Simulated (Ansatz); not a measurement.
# Added area resistance of 1 to 9 W layers between Nb(100) and Ta(110) leads, ballistic LDA transport

The calculated quantity is the resistance that a thin W film adds to a perfect Nb(100) or Ta(110) lead, for current normal to the layers. It is measured against the Sharvin resistance of the same lead without a film, given as resistance times area and for both spins together. I use it to see how the added resistance grows with the number of W layers, and how far the surrounding metal matters. The question bears on metal stacks and narrow contacts, where films a few atoms thick can resist the current through a mismatch of electron states, even without defects. Transport here is coherent, so the film has no bulk resistivity that could simply accumulate with thickness.

## Calculations

Planar junctions lead / film / lead, one atom a layer where the face allows, current normal to the layers. Leads are perfect crystals at room-temperature lattice constants. The film takes the lead's in-plane lattice, with its layer spacing set to keep its own atomic volume; all atoms sit on ideal sites and are not relaxed. Program: Ansatz 0.2.0, plane waves with PAW potentials of the set soft_1 (made for PBE), LDA, wave cutoff 420 eV, Fermi-Dirac smearing of 0.1 eV. No spin polarisation and no spin-orbit coupling. Transport is ballistic and coherent at zero bias (Landauer, wave matching layer by layer), averaged over a mesh of wavevectors across the current and over the Fermi window at 300 K; no phonons or disorder. Selection: Runs whose potential in the leads had a step over 25 meV, or whose mesh the program flagged as unconverged, are left out. Runs with an error estimate over 15 per cent are left out.

Notes on method and selection:

- Interfaces are ideal and ordered, so the wavevector along the interface is conserved; real interfaces are mixed and rough.
- Quantum-well states in the film make the resistance oscillate with thickness.
- The typed smearing and mesh set the lead's Fermi level, which moves conductances of d metals by some per cent, and most where the lead's density of states is steep.
- Spin-orbit coupling is left out where no row notes it, which matters most for the elements from Hf on.
- A perfect film has no bulk resistance here, and nothing scatters electrons between its faces, so the added resistance is not twice a symmetric interface resistance: it holds the mismatch of channels too, since a film with fewer channels than its lead caps the conductance, and swapping film and lead changes it.
- Runs in which the search for lower states was switched off are not listed.
- Runs that did not converge, have known faults or may not be shown are not listed, and runs on Ansatz's PAW sets soft_1 and soft_2 are kept to separate tables.

Columns:

- layers: atomic layers in the film.
- lead conductance (1e15 S/m²): Sharvin conductance of the perfect lead along the same normal.
- film strain (%): in-plane linear strain of the film on the lead's lattice against its own room-temperature lattice, positive when stretched.
- error estimate (%): the program's own largest estimate of the error of the conductance (mesh, energy step, lead length).
- area resistance (1e-15 Ω m²): area resistance beyond that of the perfect lead, A (1/G - 1/G_lead), both spins.
- transmitted share: conductance divided by the Sharvin conductance of the perfect lead.

Input lines of one member:

```
kpoints:
  mp_grid: { grid: [11, 11, 2] }
hamiltonian:
  xc: lda
  pseudopotentials: { kind: paw, azcp: { folder: soft_1 }, xc_functional: pbe }
scf:
  occupations: { method: fermi_dirac, width: 0.1 }
output:
  transmission: { leads: [[0, 1]], kmesh: [22, 22], e_range: [-1.0, 1.0], de: 0.036 }
```

Command (options for logging and memory left out): `ansatz run input.yaml --threads 4 --backend cpu`

## Data

```
member    film and lead, functional  layers  lead conductance (1e15 S/m²)  film strain (%)  error estimate (%)  area resistance (1e-15 Ω m²)  transmitted share
1 layer   W(100) in Nb(100), LDA     1       1.923                         4.5              4                   0.130                         0.800
3 layers  W(100) in Nb(100), LDA     3       1.926                         4.5              4                   0.438                         0.542
5 layers  W(100) in Nb(100), LDA     5       1.930                         4.5              4                   ?                             ?
7 layers  W(100) in Nb(100), LDA     7       1.920                         4.5              5                   ?                             ?
9 layers  W(100) in Nb(100), LDA     9       1.937                         4.5              6                   1.090                         0.321
1 layer   W(110) in Ta(110), LDA     1       1.760                         4.4              5                   0.198                         0.742
3 layers  W(110) in Ta(110), LDA     3       1.764                         4.4              5                   0.572                         0.498
5 layers  W(110) in Ta(110), LDA     5       1.766                         4.4              6                   ?                             ?
7 layers  W(110) in Ta(110), LDA     7       1.758                         4.4              6                   ?                             ?
9 layers  W(110) in Ta(110), LDA     9       1.763                         4.4              7                   1.033                         0.354
```

Cells marked ? are withheld until the estimate has been made.

## Why the values move as they do

Among the members shown, the added resistance rises with thickness in both leads, but less than proportionally beyond three layers. In Nb(100) the slope is (0.438 − 0.130) / 2 = 0.154 per layer between one and three layers, and (1.090 − 0.438) / 6 = 0.109 between three and nine, in 1e-15 Ω m². In Ta(110) the same slopes are 0.187 and 0.077, so the bend is stronger there.

I read this as tunnelling that dies out. W has one valence electron more than Nb or Ta, which puts its Fermi level near the minimum in the density of states of the bcc d band. For many wavevectors along the interface the lead then has a propagating state and the film has none. Such electrons cross one layer easily and nine layers hardly at all, while those that match a propagating state of W continue to pass. The conductance therefore falls quickly at first and then levels off. The falling transmitted share fits this picture, though the columns do not count the film's own channels.

At three layers the film in Ta(110) has the larger resistance, by a factor 0.572 / 0.438 = 1.31. Much of that may be geometry. A bcc (110) layer is √2, about 1.4 times, as thick as a (100) layer, and the film strains are nearly equal at 4.4 and 4.5%. Since lead element and crystal face change together, I do not assign the difference to Ta against Nb. At nine layers the order is reversed, 1.033 against 1.090, but that gap is smaller than the error estimates of 6 and 7% in the conductance allow me to interpret.

Both films are stretched in the plane and unrelaxed, and spin-orbit coupling, which is appreciable in W and Ta, is off. The resistances therefore belong to these ideal junctions rather than to a grown, intermixed film.

## Estimating the withheld member

Plain estimates from the members shown:

- 7 layers (W(110) in Ta(110), LDA), straight-line interpolation between 3 layers and 9 layers: w = (7 − 3) / (9 − 3) = 0.667, so 0.572 + 0.667 × (1.033 − 0.572) = 0.879 1e-15 Ω m²
- 5 layers (W(100) in Nb(100), LDA), straight-line interpolation between 3 layers and 9 layers: w = (5 − 3) / (9 − 3) = 0.333, so 0.438 + 0.333 × (1.090 − 0.438) = 0.655 1e-15 Ω m²

The straight lines, 0.879 for Ta(110) and 0.655 for Nb(100), ignore the bend and should be too low. I let the transmitted share T decay instead, as tunnelling suggests: T(n) = 1 − B(1 − qⁿ), which is exactly 1 without a film.

The rows at three and nine layers fix q through q³ + q⁶ = (T(3) − T(9)) / (1 − T(3)). For Nb(100) this is (0.542 − 0.321) / (1 − 0.542) = 0.483. Solving the quadratic for q³ gives ((1 + 4 × 0.483)^0.5 − 1) / 2 = 0.356, so q = 0.356^(1/3) = 0.709 and B = (1 − 0.542) / (1 − 0.356) = 0.711. For Ta(110) it is (0.498 − 0.354) / (1 − 0.498) = 0.287, which gives q³ = ((1 + 4 × 0.287)^0.5 − 1) / 2 = 0.233, q = 0.233^(1/3) = 0.615 and B = (1 − 0.498) / (1 − 0.233) = 0.654. The one-layer rows were not used and test the form: it gives 1 − 0.711 × (1 − 0.709) = 0.793 against 0.800 in Nb(100), and 1 − 0.654 × (1 − 0.615) = 0.748 against 0.742 in Ta(110).

For seven layers in Ta(110), T = 1 − 0.654 × (1 − 0.033) = 0.368, and the resistance is (1 / 0.368 − 1) / 1.758 = 0.98. For five layers in Nb(100), q⁵ is 0.709^5 = 0.179 and T = 1 − 0.711 × (1 − 0.179) = 0.416, which gives (1 / 0.416 − 1) / 1.930 = 0.73.

The misses at one layer would mean errors of only 0.02 to 0.03, but one layer says little about quantum-well oscillations in thicker films. I therefore take the program's error estimates for the two conductances as the standard deviation: 0.06 / (0.368 × 1.758) = 0.09 and 0.04 / (0.416 × 1.930) = 0.05.

**Committed estimate, 7 layers (W(110) in Ta(110), LDA): area resistance = 0.98 ± 0.09 1e-15 Ω m².**  
**Committed estimate, 5 layers (W(100) in Nb(100), LDA): area resistance = 0.73 ± 0.05 1e-15 Ω m².**

## The withheld result

```
member    film and lead, functional  layers  lead conductance (1e15 S/m²)  film strain (%)  error estimate (%)  area resistance (1e-15 Ω m²)  transmitted share
5 layers  W(100) in Nb(100), LDA     5       1.930                         4.5              4                   0.748                         0.409
7 layers  W(100) in Nb(100), LDA     7       1.920                         4.5              5                   0.956                         0.353
5 layers  W(110) in Ta(110), LDA     5       1.766                         4.4              6                   0.870                         0.394
7 layers  W(110) in Ta(110), LDA     7       1.758                         4.4              6                   1.053                         0.351
```

```
member                             estimate       area resistance (1e-15 Ω m²)  computed  estimate − computed  miss in error bars
7 layers (W(110) in Ta(110), LDA)  committed      0.980                         1.053     −0.073               0.8
7 layers (W(110) in Ta(110), LDA)  interpolation  0.879                         1.053     −0.174
5 layers (W(100) in Nb(100), LDA)  committed      0.730                         0.748     −0.018               0.4
5 layers (W(100) in Nb(100), LDA)  interpolation  0.655                         0.748     −0.093
```

Both estimates fell inside their error bars and came closer than the straight lines. For seven layers in Ta(110) I was low by 0.073, against 0.174 for interpolation; for five layers in Nb(100) I was low by 0.018, against 0.093 (all in 1e-15 Ω m²).

The argument that a straight line from three to nine layers must run too low was right in both leads. In Nb(100), though, the bend starts later than I had written: the resistance grows by 0.154 per layer from one to three layers and by (0.748 − 0.438) / 2 = 0.155 from three to five, and only then slows to (0.956 − 0.748) / 2 = 0.104 and (1.090 − 0.956) / 2 = 0.067. In Ta(110) my curve still had the transmitted share falling from 0.368 at seven layers to 0.354 at nine, whereas the computed share is already 0.351 at seven.

A share that drops quickly and then flattens is what dying tunnelling currents beside open film channels would give. It remains an indirect sign, because partial reflection of propagating states also lowers the share, and the columns do not divide the current between the two.

## Exceptions

No row stands out beyond its numerical error. The nearest to an exception is the Ta(110) pair at seven and nine layers, where the resistance slips from 1.053 to 1.033 while the Nb(100) series still rises by 1.090 − 0.956 = 0.134; conductance errors of 6 and 7% amount to about 0.10 and 0.11 in these resistances. A quantum-well oscillation could also produce such a dip, and a low nine-layer value would have pulled my seven-layer estimate down, which is the sign of the miss.

## Rules of thumb and their limits

From one to nine layers the added resistance grows about eightfold in Nb(100) and fivefold in Ta(110), with most of the flattening after five layers. With the rows at three and nine layers known, the decaying-share formula gives the five- and seven-layer films to within 0.08 in units of 1e-15 Ω m².

Layer for layer, Ta(110) mostly gives the larger value, but its layers are √2 times as thick. Five of them match about seven (100) layers, and the resistances are then 0.870 and 0.956, too close to establish an effect of the lead.

For a contact of 10 nm × 10 nm, nine W layers in Nb(100) add 1.090 / 0.1 = 10.9 Ω, the area being 0.1 in units of 1e-15 m².

I expect no omitted effect to outweigh the whole spread with thickness. Spin-orbit coupling, which splits and shifts the W d bands, and interface mixing could each exceed the small difference between leads, with a sign I cannot fix beforehand.

[Logs are printed without paths, hosts, clocks, repeated set-up lines and the standing remarks that a program may print on its own settings, such as how far it seeks lower states.]
